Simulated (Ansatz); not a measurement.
The system is Hf.

```
Hf
1.0
     3.12635    0.00000    0.00000
    -1.04212    2.94755    0.00000
    -1.04212   -1.47378    2.55266
Hf
1
Direct
  0.00000 0.00000 0.00000
```

This isn't the form of Hf at room conditions, which is hcp.

The cell isn't the ideal one: the cell as VASP's run set it.

Base run:

- Program: Ansatz 0.2.0
- Functional: RPBE
- Potentials or basis: all-electron LAPW, scalar-relativistic
- Cutoff: 213 eV (chosen from the basis error)
- Basis error allowed: 0.001 eV/atom
- k mesh: 10 × 10 × 10
- Occupations: gaussian, width 0.02 eV
- Spin: no spin polarisation

Its results: band gap on the k mesh none (metal or under the smearing width); pressure -2.4 GPa.

**Question.** The run is repeated on the same cell with these changes: functional from RPBE to PBEsol; occupations from gaussian, width 0.02 eV to gaussian, width 0.1 eV. What comes out?

**Answer.** Band gap on the k mesh none (metal or under the smearing width); pressure -9.1 GPa.
